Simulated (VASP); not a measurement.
# Ni (P6_3/mmc) in VASP: relaxation of cell and atoms with LDA

Aim: the relaxation of cell and atoms of Ni with LDA.

Program: VASP 6.6.1. These are calculated values, not measurements. Logs are shortened: lines on timing, memory, paths and dates and some standing lists are left out, and cuts for length are marked.

## Step 1: The structure

Symmetry: P6_3/mmc, No. 194, hexagonal system. Conventional cell: a = 2.448 Å, b = 2.448 Å, c = 4.073 Å, α = 90.00°, β = 90.00°, γ = 120.00°. Ni (site symmetry -6m2) has 12 Ni at 2.45 to 2.48 Å as nearest neighbours.

This isn't the form of Ni at room conditions, which is fcc.

## Step 2: Relaxation of cell and atoms, LDA, collinear spin, ferromagnetic start

Contents of INCAR:

```
PREC     = Accurate       # precision mode
ENCUT    = 600            # plane-wave cutoff, eV
EDIFF    = 1E-7           # SCF threshold, eV
ISMEAR   = -1             # smearing method
SIGMA    = 0.05           # smearing width, eV
LREAL    = False          # projectors in reciprocal space
LASPH    = True           # aspherical terms in the spheres
NELM     = 100            # most SCF steps
ALGO     = Normal         # electronic algorithm
ISIF     = 3              # what is computed and relaxed
LWAVE    = False          # write WAVECAR
LCHARG   = False          # write CHGCAR
ISPIN    = 2              # spin polarisation
MAGMOM   = 1 1            # initial moments
LORBIT   = 11             # projections on sites
LMAXMIX  = 4              # l up to which the mixer works
GGA      = CA             # functional
IBRION   = 2              # ionic algorithm
NSW      = 60             # ionic steps
EDIFFG   = -0.01          # ionic threshold
```

Contents of KPOINTS:

```
regular mesh
0
Gamma
  10 10 6
```

Contents of POSCAR:

```
Ni
1.0
    2.4480228978      0.0000000000      0.0000000000
   -1.2240114489      2.1200500186      0.0000000000
    0.0000000000      0.0000000000      4.0728075700
Ni
2
Direct
    0.6666666667      0.3333333333      0.7500000000
    0.3333333333      0.6666666667      0.2500000000
```

Potentials or basis: VASP PAW LDA potentials, release 64 (Ni).

Command:

```
$ cat potpaw_LDA.64/Ni/POTCAR > POTCAR
$ mpirun -np 1 vasp_std > vasp.out
```

OUTCAR:

```text
PREC = Accurate
   ENCUT = 600
   EDIFF = 1E-7
   ISMEAR = -1
   LREAL = False
   LASPH = True
   NELM = 100
   ISIF = 3
   ISPIN = 2
   LORBIT = 11
   GGA = CA
   IBRION = 2
   NSW = 60
   EDIFFG = -0.01

 ion  position               nearest neighbor table
   1  0.667  0.333  0.750-   2 2.48   2 2.48   2 2.48   2 2.48   2 2.48   2 2.48
   2  0.333  0.667  0.250-   1 2.48   1 2.48   1 2.48   1 2.48   1 2.48   1 2.48

  LATTYP: Found a hexagonal cell.
 ALAT       =     2.4480228978
 C/A-ratio  =     1.6637130207

  Lattice vectors:

 A1 = (   2.4480228978,   0.0000000000,   0.0000000000)
 A2 = (  -1.2240114489,   2.1200500186,   0.0000000000)
 A3 = (   0.0000000000,   0.0000000000,   4.0728075700)

Analysis of symmetry for initial positions (statically):
=====================================================================
 Subroutine PRICEL returns:
 Original cell was already a primitive cell.

 Routine SETGRP: Setting up the symmetry group for a
 hexagonal supercell.

 Subroutine GETGRP returns: Found 24 space group operations
 (whereof 12 operations were pure point group operations)
 out of a pool of 24 trial point group operations.

The static configuration has the point symmetry D_3d.
 The point group associated with its full space group is D_6h.

Analysis of symmetry for dynamics (positions and initial velocities):
=====================================================================
 Subroutine PRICEL returns:
 Original cell was already a primitive cell.

 Routine SETGRP: Setting up the symmetry group for a
 hexagonal supercell.

 Subroutine GETGRP returns: Found 24 space group operations
 (whereof 12 operations were pure point group operations)
 out of a pool of 24 trial point group operations.

The dynamic configuration has the point symmetry D_3d.
 The point group associated with its full space group is D_6h.

Analysis of structural, dynamic, and magnetic symmetry:
=====================================================================
 Subroutine PRICEL returns:
 Original cell was already a primitive cell.

 Routine SETGRP: Setting up the symmetry group for a
 hexagonal supercell.

 Subroutine GETGRP returns: Found 24 space group operations
 (whereof 12 operations were pure point group operations)
 out of a pool of 24 trial point group operations.

The overall configuration has the point symmetry D_3d.
 The point group associated with its full space group is D_6h.

 Subroutine INISYM returns: Found 24 space group operations
 (whereof 12 operations are pure point group operations),
 and found     1 'primitive' translations

----------------------------------------------------------------------------------------

                                     Primitive cell

[... 116 lines left out ...]
   LHFCALC =     F    Hartree Fock is set to
   AEXX    =    0.0000 exact exchange contribution
   IVDW    =     0    specifies the selected vdW correction
   LEPSILON=     F    determine dielectric tensor
   LRPA    =     F    only Hartree local field effects (RPA)
 conjugate gradient relaxation of ions
 spin polarized calculation
  energy-cutoff  :      600.00
  volume of cell :       21.14
 maximum number of plane-waves:       724
 NGX is ok and might be reduce to    20
   NGX =  9   NGY =  9   NGZ = 17

--------------------------------------- Ionic step        1  -------------------------------------------

 number of electron      20.0000004 magnetization       1.3047831

 Free energy of the ion-electron system (eV)
  ---------------------------------------------------
  ext. energy  EPLUGINS =         0.00000000
  ---------------------------------------------------
  free energy    TOTEN  =       -13.08627990 eV

  energy without entropy =      -13.05213977  energy(sigma->0) =      -13.06920984

 E-fermi :   9.4672     XC(G=0): -13.7849

 val. band max:        9.4652563954   @ k =   0.5000  -0.0000   0.1667
 cond. band min:       9.4676884212   @ k =   0.0000   0.0000   0.0000
 fundamental gap:      0.0024320258
 Fermi energy:         9.4672123909

 spin component 1

 k-point     1 :       0.0000    0.0000    0.0000
  band No.  band energies     occupation
      1       0.2531      1.00000
      2       4.4533      1.00000
      3       6.9219      1.00000
      4       7.0852      1.00000
      5       7.0852      1.00000
      6       7.3506      1.00000
      7       7.3506      1.00000
      8       7.8597      1.00000
      9       7.8597      1.00000
     10       8.8029      1.00000
     11       8.8029      1.00000
     12       8.9439      0.99997
[... 954 lines left out ...]
  FREE ENERGIE OF THE ION-ELECTRON SYSTEM (eV)
  ---------------------------------------------------
  free  energy   TOTEN  =       -13.1233067450 eV

  energy  without entropy=      -13.0906081409  energy(sigma->0) =      -13.10695744

[... ionic steps 4 to 7 ...]

--------------------------------------- Ionic step        8  -------------------------------------------

 number of electron      20.0000004 magnetization       1.2873435

------------------------ aborting loop because EDIFF is reached ----------------------------------------
[... 67 lines left out ...]
--------------------------------------- Ionic step       10  -------------------------------------------

 number of electron      20.0000003 magnetization       1.2876462

 Free energy of the ion-electron system (eV)
  ---------------------------------------------------
  ext. energy  EPLUGINS =         0.00000000
  ---------------------------------------------------
  free energy    TOTEN  =       -13.12453691 eV

  energy without entropy =      -13.09182987  energy(sigma->0) =      -13.10818339

 E-fermi :  10.2104     XC(G=0): -14.0797

 val. band max:       10.2095072886   @ k =   0.4000   0.1000   0.3333
 cond. band min:      10.2129348001   @ k =   0.1000  -0.0000   0.1667
 fundamental gap:      0.0034275115
 Fermi energy:        10.2104337168

 spin component 1

 k-point     1 :       0.0000    0.0000    0.0000
  band No.  band energies     occupation
      1       0.6387      1.00000
      2       4.9328      1.00000
      3       7.5982      1.00000
      4       7.7027      1.00000
      5       7.7027      1.00000
      6       8.0089      1.00000
      7       8.0089      1.00000
      8       8.4589      1.00000
      9       8.4589      1.00000
     10       9.5348      1.00000
     11       9.5348      1.00000
     12       9.7476      0.99990
[... 882 lines left out ...]
  FREE ENERGIE OF THE ION-ELECTRON SYSTEM (eV)
  ---------------------------------------------------
  free  energy   TOTEN  =       -13.1245369140 eV

  energy  without entropy=      -13.0918298735  energy(sigma->0) =      -13.10818339

 reached required accuracy - stopping structural energy minimisation

 total charge

# of ion       s       p       d       tot
------------------------------------------
    1        0.534   0.570   8.365   9.469
    2        0.534   0.570   8.365   9.469
--------------------------------------------------
tot          1.068   1.140  16.729  18.937

 magnetization (x)

# of ion       s       p       d       tot
------------------------------------------
    1       -0.003  -0.017   0.662   0.643
    2       -0.003  -0.017   0.662   0.643
--------------------------------------------------
tot         -0.005  -0.034   1.324   1.285
```

OSZICAR:

```text
N       E                     dE             d eps       ncg     rms          rms(c)
DAV:   1     0.920291389228E+02    0.92029E+02   -0.10819E+04  3448   0.219E+03
DAV:   2    -0.125336184511E+02   -0.10456E+03   -0.99515E+02  3367   0.291E+02
[... 88 lines left out ...]
DAV:   1    -0.131247538281E+02   -0.22720E-03   -0.20466E-03  3388   0.914E-01    0.123E-01
DAV:   2    -0.131245958790E+02    0.15795E-03   -0.11499E-03  3535   0.751E-01    0.569E-02
DAV:   3    -0.131245426016E+02    0.53277E-04   -0.17688E-04  3444   0.291E-01    0.202E-02
DAV:   4    -0.131245383349E+02    0.42668E-05   -0.97728E-07  4269   0.113E-02    0.101E-02
DAV:   5    -0.131245369013E+02    0.14336E-05   -0.41278E-07  4631   0.857E-03    0.184E-03
DAV:   6    -0.131245369140E+02   -0.12682E-07   -0.56919E-08  1861   0.276E-03
  10 F= -.13124537E+02 E0= -.13108183E+02  d E =-.602849E-05  mag=     1.2876
```

It took 2.3 min on 1 thread of Intel Xeon Platinum 8488C (Sapphire Rapids), shared host; peak memory 0.16 GiB.

What came out:

```
Free energy                                           : -13.1245 eV
Relaxed volume                                        : 10.07 Å³/atom
Relaxed cell                                          : a = 2.421 Å, b = 2.421 Å, c = 3.965 Å, α = 90.00°, β = 90.00°, γ = 120.00°
Space group after relaxing (to 0.05 Å)                : P6_3/mmc (No. 194)
Energy gained by relaxing                             : 19.1 meV/atom
Ionic steps                                           : 10
Pressure after relaxing                               : 0.0 GPa
Band gap on the k mesh                                : none (metal or under the smearing width)
Net moment                                            : 1.29 μB per cell
Site moments                                          : Ni +0.64 μB
Valence electrons inside the program's atomic spheres : Ni 9.47
```

Step by step:
```csv
step,energy change (eV),largest force (eV/Å),pressure (GPa),volume (Å³)
1,0.0000,0.0000,-10.77,21.14
2,0.0137,0.0000,16.03,19.04
3,-0.0370,0.0000,0.08,20.13
4,-0.0370,0.0000,0.32,20.11
5,-0.0382,0.0000,0.16,20.12
6,-0.0382,0.0000,0.13,20.12
7,-0.0383,0.0000,0.15,20.12
8,-0.0383,0.0000,0.17,20.12
9,-0.0382,0.0000,-0.21,20.15
10,-0.0383,0.0000,0.00,20.13
```

Final structure:
```
Ni
1.0
     2.42142    0.00000    0.00000
    -1.21071    2.09701    0.00000
     0.00000    0.00000    3.96458
Ni
2
Direct
  0.66667 0.33333 0.75000
  0.33333 0.66667 0.25000
```

## Step 3: For comparison

An earlier run on the cell as given: functional PBE; potentials or basis VASP PAW PBE potentials, release 64 (Ni); cutoff 520 eV; k mesh 12 × 12 × 7; occupations fermi-dirac, width 0.05 eV; collinear spin, ferromagnetic start; starting moments [1.0, 1.0] μB.

* Pressure: 7.0 GPa
* Band gap on the k mesh: none (metal or under the smearing width)
* Net moment: 1.27 μB per cell
* Site moments: Ni +0.64 μB
* Valence electrons inside the program's atomic spheres: Ni 9.36
